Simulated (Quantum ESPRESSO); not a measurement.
## Moving the functional in LiCl

```cif
data_structure
_symmetry_space_group_name_H-M 'Fm-3m'
_symmetry_Int_Tables_number 225
_cell_length_a 5.1295
_cell_length_b 5.1295
_cell_length_c 5.1295
_cell_angle_alpha 90.000
_cell_angle_beta 90.000
_cell_angle_gamma 90.000
_cell_volume 134.97
loop_
_atom_site_label
_atom_site_type_symbol
_atom_site_symmetry_multiplicity
_atom_site_Wyckoff_symbol
_atom_site_fract_x
_atom_site_fract_y
_atom_site_fract_z
_atom_site_occupancy
Cl1 Cl 4 b 0.50000 0.00000 0.00000 1
Li1 Li 4 a 0.00000 0.00000 0.00000 1
```

Kept alike: task dielectric tensor; k mesh 6 × 6 × 6, shifted; occupations fermi-dirac, width 0.05 eV; no spin polarisation. Program: Quantum ESPRESSO, potentials by row: PseudoDojo 0.4.1 SR PBE standard (AM05, BLYP, PBE, WC); PseudoDojo 0.4.1 SR PBEsol standard (PBEsol), cutoff 1007 eV. The mesh is that of the run's cell of 2 atoms. No spin-orbit coupling.

| functional | electronic dielectric constant (mean of the diagonal) |
| --- | --- |
| AM05 | 2.98 |
| BLYP | 2.92 |
| PBE | 2.96 |
| PBEsol | 3.02 |
| WC | 3.02 |

Runs of this series that gave no sound value for these columns are left out. Potentials were made for PBE (AM05, BLYP, PBE, WC); PBEsol (PBEsol).

**Question.** What does the functional change here?

**Answer.** The electronic dielectric constant runs from 2.92 (BLYP) to 3.02 mean of the diagonal (PBEsol; WC). From PBE: AM05 +0.02; BLYP -0.04; PBEsol +0.06; WC +0.06.
